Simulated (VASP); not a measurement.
**TiO2 in VASP: how settings move the LDA single point**

The LDA single point of TiO2 built on the fluorite prototype is repeated with altered inputs. Which of them can be trusted? This is a trial cell built on a prototype, not taken from a measured structure, and it needn't be the compound's ground state.

Code: VASP 6.6.1. PAW datasets, plane waves. Spin-unpolarised (in the reference). Whether this structure exists isn't addressed.

### 1 Starting point

The cell comes from an earlier relaxation with r2SCAN in another program. Some of the altered inputs switch spin polarisation on.

The symmetry is Fm-3m (No. 225, cubic); a = 4.794 Å in the conventional setting, 9.18 Å³ an atom. Ti has 8 O at 2.08 Å; O has 4 Ti at 2.08 Å.

The structure in full:

```cif
data_structure
_symmetry_space_group_name_H-M 'P 1'
_symmetry_Int_Tables_number 1
_cell_length_a 3.3896
_cell_length_b 3.3896
_cell_length_c 3.3896
_cell_angle_alpha 60.000
_cell_angle_beta 60.000
_cell_angle_gamma 60.000
_cell_volume 27.54
loop_
_atom_site_label
_atom_site_type_symbol
_atom_site_fract_x
_atom_site_fract_y
_atom_site_fract_z
_atom_site_occupancy
Ti1 Ti 0.00000 0.00000 0.00000 1
O1 O 0.25000 0.25000 0.25000 1
O2 O 0.75000 0.75000 0.75000 1
```

### 2 Reference

INCAR reads:

```
ENCUT = 520.000000
SIGMA = 0.010000
EDIFF = 1.00e-07
GGA = CA
PREC = Accurate
IBRION = -1
ISIF = 2
ISMEAR = 0
NBANDS = 19
NELM = 120
NSW = 0
LASPH = .TRUE.
LCHARG = .FALSE.
LWAVE = .FALSE.
LREAL = .FALSE.
```

KPOINTS reads:

```
KPOINTS created by Atomic Simulation Environment
0
Gamma
10 10 10
0 0 0
```

POSCAR reads:

```
Ti O
 1.0000000000000000
     0.0000000000000000    2.3968272536098962    2.3968272536098962
     2.3968272536098962   -0.0000000000000000    2.3968272536098962
     2.3968272536098962    2.3968272536098962    0.0000000000000000
 Ti  O
   1   2
Cartesian
 -0.0000000000000000 -0.0000000000000000 -0.0000000000000000
  1.1984136268049479  1.1984136268049479  1.1984136268049479
  3.5952408804148437  3.5952408804148437  3.5952408804148437
```

A file KPOINTS_OPT adds named points for the levels; it doesn't enter the self-consistent loop.

Potentials: the recommended LDA PAW datasets, 24 valence electrons.

The run is started by

```console
> mpirun -np 1 vasp_std
```

The closing lines of the self-consistent loop in OSZICAR:

```text
DAV:  18    -0.287423806931E+02    0.33944E-06   -0.81499E-07  2087   0.674E-03    0.340E-03
DAV:  19    -0.287423805137E+02    0.17932E-06   -0.53015E-07  1595   0.578E-03    0.106E-03
DAV:  20    -0.287423805102E+02    0.35625E-08   -0.10805E-07  1058   0.228E-03
   1 F= -.28742381E+02 E0= -.28742381E+02  d E =0.000000E+00
```

Run time: 48 s. Hardware: 1 MPI rank of Intel Xeon Platinum 8488C, shared host; peak memory 0.17 GiB.

It gives: energy (σ→0) -28.7424 eV, pressure -8.65 GPa, gap on the mesh 1.00 eV.

### 3 Altered input 1

INCAR reads:

```
SIGMA = 0.010000
EDIFF = 1.00e-07
GGA = CA
PREC = Accurate
IBRION = -1
ISIF = 2
ISMEAR = 0
NBANDS = 19
NSW = 0
LASPH = .TRUE.
LCHARG = .FALSE.
LWAVE = .FALSE.
LREAL = .FALSE.
ENCUT = 250
LDAU = .TRUE.
LDAUTYPE = 2
LDAUL = 2 -1
LDAUU = 5.0 0
LDAUJ = 0 0
LMAXMIX = 4
AMIX = 0.2
BMIX = 0.0001
NELM = 93
```

KPOINTS is that of step 2.

POSCAR is that of step 2.

The run is started by

```console
> mpirun -np 1 vasp_std
```

Standard output, without the iteration lines:

```text
POSCAR found type information on POSCAR TiO
 POSCAR found :  2 types and       3 ions
 LDA part: xc-table for (Slater(with rela. corr.)+CA(PZ))
 , standard interpolation
 POSCAR, INCAR and KPOINTS ok, starting setup
 FFT: planning ... GRIDC
 FFT: planning ... GRID_SOFT
 FFT: planning ... GRID
 WAVECAR not read
 entering main loop
```

OSZICAR:

```text
N       E                     dE             d eps       ncg     rms          rms(c)
DAV:   1     0.159200490061E+03    0.15920E+03   -0.85357E+03  1827   0.937E+02
DAV:   2    -0.246526612576E+02   -0.18385E+03   -0.17603E+03  2016   0.308E+02
DAV:   3    -0.344513039886E+02   -0.97986E+01   -0.97473E+01  1987   0.788E+01
DAV:   4    -0.346673050704E+02   -0.21600E+00   -0.21552E+00  2368   0.112E+01
DAV:   5    -0.346722449623E+02   -0.49399E-02   -0.49395E-02  2051   0.148E+00    0.200E+01
DAV:   6    -0.278752803860E+02    0.67970E+01   -0.66893E+00  2055   0.369E+01    0.117E+01
DAV:   7    -0.264808888175E+02    0.13944E+01   -0.10132E+01  2289   0.323E+01    0.705E+00
DAV:   8    -0.276722040236E+02   -0.11913E+01   -0.14545E+01  2200   0.360E+01    0.984E+00
DAV:   9    -0.261115534490E+02    0.15607E+01   -0.57084E+00  1933   0.267E+01    0.177E+00
DAV:  10    -0.261805604438E+02   -0.69007E-01   -0.27552E-01  2063   0.356E+00    0.260E+00
DAV:  11    -0.261123810190E+02    0.68179E-01   -0.10848E-01  1969   0.338E+00    0.136E+00
DAV:  12    -0.260874319736E+02    0.24949E-01   -0.18569E-01  2156   0.393E+00    0.328E-01
DAV:  13    -0.260863910542E+02    0.10409E-02   -0.69545E-03  1974   0.812E-01    0.102E-01
DAV:  14    -0.260863543508E+02    0.36703E-04   -0.60871E-04  2188   0.197E-01    0.206E-02
DAV:  15    -0.260863648365E+02   -0.10486E-04   -0.52021E-05  1993   0.604E-02    0.278E-02
DAV:  16    -0.260863539706E+02    0.10866E-04   -0.29810E-05  2312   0.486E-02    0.801E-03
DAV:  17    -0.260863536565E+02    0.31412E-06   -0.62942E-06  2390   0.172E-02    0.226E-03
DAV:  18    -0.260863537103E+02   -0.53845E-07   -0.19176E-07  1641   0.381E-03
   1 F= -.26086354E+02 E0= -.26086354E+02  d E =-.299392E-74
```

OUTCAR, selected sections:

```text
k-points           NKPTS =     47   k-points in BZ     NKDIM =     47   number of bands    NBANDS=     19

   NELECT =      24.0000    total number of electrons

   dimension x,y,z NGX =    18 NGY =   18 NGZ =   18
   dimension x,y,z NGXF=    36 NGYF=   36 NGZF=   36

  energy-cutoff  :      250.00
  volume of cell :       27.54
      direct lattice vectors                 reciprocal lattice vectors
     0.000000000  2.396827254  2.396827254    -0.208609110  0.208609110  0.208609110
     2.396827254  0.000000000  2.396827254     0.208609110 -0.208609110  0.208609110
     2.396827254  2.396827254  0.000000000     0.208609110  0.208609110 -0.208609110

 k-points in reciprocal lattice and weights: KPOINTS created by Atomic Simulation Env
   0.00000000  0.00000000  0.00000000       0.001
   0.10000000  0.00000000  0.00000000       0.008
   0.20000000  0.00000000  0.00000000       0.008
   0.30000000  0.00000000  0.00000000       0.008
   0.40000000  0.00000000  0.00000000       0.008
   0.50000000  0.00000000  0.00000000       0.004
   0.10000000  0.10000000  0.00000000       0.006
   0.20000000  0.10000000  0.00000000       0.024
[... 39 more k-points ...]

 E-fermi :   7.5963

 k-point     1 :       0.0000    0.0000    0.0000
  band No.  band energies     occupation
      1     -50.7847      2.00000
      2     -27.2263      2.00000
      3     -27.2263      2.00000
      4     -27.2263      2.00000
      5     -12.4873      2.00000
      6      -8.6408      2.00000
      7       1.2864      2.00000
      8       1.2864      2.00000
      9       1.2864      2.00000
     10       6.5270      2.00000
     11       6.5270      2.00000
     12       6.5270      2.00000
     13       9.4665      0.00000
     14       9.4665      0.00000
     15      12.9409      0.00000
     16      12.9409      0.00000
     17      12.9409      0.00000
     18      14.5743      0.00000
     19      21.0211      0.00000

 k-point     2 :       0.1000    0.0000    0.0000
  band No.  band energies     occupation
      1     -50.7820      2.00000
      2     -27.2505      2.00000
      3     -27.2292      2.00000
      4     -27.2292      2.00000
      5     -12.3665      2.00000
      6      -8.7756      2.00000
      7       1.3797      2.00000
      8       1.3797      2.00000
      9       1.5400      2.00000
     10       6.2498      2.00000
     11       6.2844      2.00000
     12       6.2844      2.00000
     13       9.6559      0.00000
     14       9.6559      0.00000
     15      12.6409      0.00000
     16      12.8475      0.00000
     17      12.8475      0.00000
     18      14.9507      0.00000
     19      20.9807      0.00000

[... the tables of k-points 3 to 47 left out ...]

  Total      -20.9732893    -20.9732893    -20.9732893      0.0000000     -0.0000000      0.0000000
  in kB    -1220.2166063  -1220.2166063  -1220.2166063      0.0000000     -0.0000000      0.0000000
  external PRESSURE =   -1220.2166063 kB  Pullay stress =       0.0000000 kB

 POSITION                                       TOTAL-FORCE (eV/Angst)
 -----------------------------------------------------------------------------------
      0.00000      0.00000      0.00000        -0.000000      0.000000     -0.000000
      1.19841      1.19841      1.19841         0.000000      0.000000      0.000000
      3.59524      3.59524      3.59524        -0.000000     -0.000000     -0.000000
 -----------------------------------------------------------------------------------
    total drift:                                0.000000      0.000000      0.000000

  FREE ENERGIE OF THE ION-ELECTRON SYSTEM (eV)
  ---------------------------------------------------
  free  energy   TOTEN  =       -26.0863537103 eV

  energy  without entropy=      -26.0863537103  energy(sigma->0) =      -26.08635371
```

Wall time 10 s (1 MPI rank of Intel Xeon Platinum 8488C, shared host); peak memory 0.11 GiB.

Changed: ENCUT = 250, LDAU = .TRUE., LDAUTYPE = 2, LDAUL = 2 -1, LDAUU = 5.0 0, LDAUJ = 0 0, LMAXMIX = 4, AMIX = 0.2, BMIX = 0.0001, NELM = 93. VASP runs to the end. Its total energy is on another scale than the reference's; the pressure goes from -8.6 to -122.0 GPa, the gap on the mesh goes from 1.00 to 2.00 eV. These settings are too coarse to quote the result as the crystal's.

### 4 Altered input 2

Edit INCAR of step 2 so:

```diff
@@ -9,3 +9,2 @@
 NBANDS = 19
-NELM = 120
 NSW = 0
@@ -15 +14,10 @@
 LREAL = .FALSE.
+LDAU = .TRUE.
+LDAUTYPE = 2
+LDAUL = 2 -1
+LDAUU = 3.0 0
+LDAUJ = 0 0
+LMAXMIX = 4
+ISPIN = 2
+MAGMOM = -3 3 3
+NELM = 93
```

KPOINTS is that of step 2.

POSCAR is that of step 2.

The run is started by

```console
> mpirun -np 1 vasp_std
```

Standard output, without the iteration lines:

```text
POSCAR found type information on POSCAR TiO
 POSCAR found :  2 types and       3 ions
 LDA part: xc-table for (Slater(with rela. corr.)+CA(PZ))
 , standard interpolation
 POSCAR, INCAR and KPOINTS ok, starting setup
 FFT: planning ... GRIDC
 FFT: planning ... GRID_SOFT
 FFT: planning ... GRID
 WAVECAR not read
 entering main loop
```

OSZICAR:

```text
N       E                     dE             d eps       ncg     rms          rms(c)
DAV:   1     0.251876027973E+03    0.25188E+03   -0.12599E+04  3588   0.145E+03
DAV:   2    -0.883204160922E+01   -0.26071E+03   -0.24711E+03  3855   0.411E+02
DAV:   3    -0.287853497086E+02   -0.19953E+02   -0.19736E+02  4163   0.118E+02
DAV:   4    -0.294483269289E+02   -0.66298E+00   -0.66132E+00  4991   0.197E+01
DAV:   5    -0.294618071219E+02   -0.13480E-01   -0.13474E-01  4207   0.257E+00    0.345E+01
DAV:   6    -0.265578987557E+02    0.29039E+01   -0.36586E+01  4256   0.766E+01    0.911E+00
DAV:   7    -0.268589940134E+02   -0.30110E+00   -0.43436E+00  4046   0.178E+01    0.501E+00
DAV:   8    -0.267746627083E+02    0.84331E-01   -0.72396E-01  4173   0.861E+00    0.245E+00
DAV:   9    -0.267989345445E+02   -0.24272E-01   -0.23002E-01  4150   0.400E+00    0.247E+00
DAV:  10    -0.267677851241E+02    0.31149E-01   -0.13401E-01  3974   0.373E+00    0.837E-01
DAV:  11    -0.267654587373E+02    0.23264E-02   -0.25689E-02  3937   0.163E+00    0.325E-01
DAV:  12    -0.267653675681E+02    0.91169E-04   -0.24102E-03  4359   0.443E-01    0.161E-01
DAV:  13    -0.267653533747E+02    0.14193E-04   -0.11341E-03  3905   0.345E-01    0.438E-02
DAV:  14    -0.267653544026E+02   -0.10279E-05   -0.40100E-05  4374   0.469E-02    0.332E-02
DAV:  15    -0.267653516018E+02    0.28009E-05   -0.13089E-05  3942   0.398E-02    0.125E-02
DAV:  16    -0.267653512714E+02    0.33041E-06   -0.42006E-06  4034   0.219E-02    0.211E-03
DAV:  17    -0.267653512641E+02    0.72396E-08   -0.38050E-07  3588   0.690E-03
   1 F= -.26765351E+02 E0= -.26765351E+02  d E =-.153133-168  mag=    -0.0000
```

Parts of OUTCAR:

```text
k-points           NKPTS =     47   k-points in BZ     NKDIM =     47   number of bands    NBANDS=     19

   NELECT =      24.0000    total number of electrons

   dimension x,y,z NGX =    28 NGY =   28 NGZ =   28
   dimension x,y,z NGXF=    56 NGYF=   56 NGZF=   56

  energy-cutoff  :      520.00
  volume of cell :       27.54
      direct lattice vectors                 reciprocal lattice vectors
     0.000000000  2.396827254  2.396827254    -0.208609110  0.208609110  0.208609110
     2.396827254  0.000000000  2.396827254     0.208609110 -0.208609110  0.208609110
     2.396827254  2.396827254  0.000000000     0.208609110  0.208609110 -0.208609110

 k-points in reciprocal lattice and weights: KPOINTS created by Atomic Simulation Env
   0.00000000  0.00000000  0.00000000       0.001
   0.10000000  0.00000000  0.00000000       0.008
   0.20000000  0.00000000  0.00000000       0.008
   0.30000000  0.00000000  0.00000000       0.008
   0.40000000  0.00000000  0.00000000       0.008
   0.50000000  0.00000000  0.00000000       0.004
   0.10000000  0.10000000  0.00000000       0.006
   0.20000000  0.10000000  0.00000000       0.024
[... 39 more k-points ...]

 E-fermi :   7.5164

 k-point     1 :       0.0000    0.0000    0.0000
  band No.  band energies     occupation
      1     -50.4177      1.00000
      2     -26.8746      1.00000
      3     -26.8746      1.00000
      4     -26.8746      1.00000
      5     -12.1981      1.00000
      6      -8.1663      1.00000
      7       1.2963      1.00000
      8       1.2963      1.00000
      9       1.2963      1.00000
     10       6.4215      1.00000
     11       6.4215      1.00000
     12       6.4215      1.00000
     13       8.8979      0.00000
     14       8.8979      0.00000
     15      12.8339      0.00000
     16      12.8339      0.00000
     17      12.8339      0.00000
     18      14.6663      0.00000
     19      20.9671      0.00000

 k-point     2 :       0.1000    0.0000    0.0000
  band No.  band energies     occupation
      1     -50.4153      1.00000
      2     -26.8996      1.00000
      3     -26.8776      1.00000
      4     -26.8776      1.00000
      5     -12.0744      1.00000
      6      -8.3169      1.00000
      7       1.3890      1.00000
      8       1.3890      1.00000
      9       1.5651      1.00000
     10       6.1361      1.00000
     11       6.1585      1.00000
     12       6.1585      1.00000
     13       9.0980      0.00000
     14       9.0980      0.00000
     15      12.5217      0.00000
     16      12.7339      0.00000
     17      12.7339      0.00000
     18      15.0230      0.00000
     19      20.9161      0.00000

[... the tables of k-points 3 to 47 left out ...]

  Total       -0.4301892     -0.4301892     -0.4301892      0.0000000     -0.0000000     -0.0000000
  in kB      -25.0282147    -25.0282147    -25.0282147      0.0000000     -0.0000000     -0.0000000
  external PRESSURE =     -25.0282147 kB  Pullay stress =       0.0000000 kB

 POSITION                                       TOTAL-FORCE (eV/Angst)
 -----------------------------------------------------------------------------------
      0.00000      0.00000      0.00000        -0.000000      0.000000      0.000000
      1.19841      1.19841      1.19841         0.000000      0.000000      0.000000
      3.59524      3.59524      3.59524        -0.000000     -0.000000     -0.000000
 -----------------------------------------------------------------------------------
    total drift:                                0.000000     -0.000000      0.000000

  FREE ENERGIE OF THE ION-ELECTRON SYSTEM (eV)
  ---------------------------------------------------
  free  energy   TOTEN  =       -26.7653512641 eV

  energy  without entropy=      -26.7653512641  energy(sigma->0) =      -26.76535126
```

Wall time 63 s (1 MPI rank of Intel Xeon Platinum 8488C, shared host); peak memory 0.17 GiB.

Changed: LDAU = .TRUE., LDAUTYPE = 2, LDAUL = 2 -1, LDAUU = 3.0 0, LDAUJ = 0 0, LMAXMIX = 4, ISPIN = 2, MAGMOM = -3 3 3, NELM = 93. VASP runs to the end. Its total energy is on another scale than the reference's; the pressure goes from -8.6 to -2.5 GPa. The run starts with moments and ends with 0.00 μB a cell: no net moment is left.

### 5 Side by side

| run | changed | ending | energy change (meV/atom) | pressure (GPa) | gap on the mesh (eV; negative: overlap) | electronic steps | time | usable |
| --- | --- | --- | --- | --- | --- | --- | --- | --- |
| ref. | – | converged | 0 | -8.6 | 1.00 | 20 | 48 s | yes |
| 1 | ENCUT = 250, LDAU = .TRUE., LDAUTYPE = 2, LDAUL = 2 -1, LDAUU = 5.0 0, LDAUJ = 0 0, LMAXMIX = 4, AMIX = 0.2, BMIX = 0.0001, NELM = 93 | converged | – | -122.0 | 2.00 | 18 | 10 s | no |
| 2 | LDAU = .TRUE., LDAUTYPE = 2, LDAUL = 2 -1, LDAUU = 3.0 0, LDAUJ = 0 0, LMAXMIX = 4, ISPIN = 2, MAGMOM = -3 3 3, NELM = 93 | converged | – | -2.5 | – | 17 | 63 s | yes |

**Reading.** Of 2 altered inputs, 1 ended normally on a faulty or unsound input, 1 gave usable results.
